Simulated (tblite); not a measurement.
C₄H₉NO.
Numbering: `[CH2:1]1[CH2:2][O:3][CH2:4][CH2:5][NH:6]1` (hydrogens: H7, H8 on C1; H9, H10 on C2; H11, H12 on C4; H13, H14 on C5; H15 on N6)

Structure optimised with GFN2-xTB, isolated species.

Give the optimised bond lengths and angles.

```csv
bond,length (Å),order
"C1–C2, C4–C5",1.534,single
"C2–O3, O3–C4",1.412,single
"C1–N6, C5–N6",1.455,single
C1–H7 and 3 like bonds,1.092,single
"C2–H9, C4–H11",1.103,single
"C2–H10, C4–H12",1.091,single
N6–H15,1.018,single
```

Bonds in one row agree within 0.01 Å and their mean is given. Orders are formal, as drawn. A selection of angles:
```csv
angle,degrees
C2–C1–N6,111.8
C2–C1–H7,110.2
N6–C1–H7,109.1
N6–C1–H8,107.3
H7–C1–H8,109.0
C1–C2–O3,111.2
C1–C2–H9,109.5
C1–C2–H10,111.3
O3–C2–H9,109.5
O3–C2–H10,106.1
H9–C2–H10,109.1
C2–O3–C4,111.3
C5–N6–H15,109.3
C1–N6–C5,109.7
```

Torsions: N6–C1–C2–O3 -56° (synclinal); C1–C2–O3–C4 57° (synclinal); C2–O3–C4–C5 -57° (synclinal); O3–C4–C5–N6 56° (synclinal); C4–C5–N6–C1 -53° (synclinal); C2–C1–N6–C5 53° (synclinal).

Of the pairs four or more bonds apart, H9···H11 is among the closest relative to their van der Waals radii: 2.43 Å, 101 % of the sum of Bondi's values. The 6-membered ring C1–C2–O3–C4–C5–N6 has internal angles of 109.7° to 111.8°; it is puckered, 0.22 Å rms from its mean plane, widest ring torsion 57°. N6 (secondary amine nitrogen) is pyramidal (angles 109.7°, 109.4° and 109.3°, sum 328.4°, 0.42 Å off the plane of its three neighbours).

Point group: Cs (tolerance 0.08 Å). Its GFN2-xTB frequencies are all real (lowest 226 cm⁻¹). The numbers are those of one conformer. 2 starts were optimised and ended at 0.00 and 0.84 kcal/mol (GFN2-xTB); the lowest of these is shown.

All values are computed, not measured.
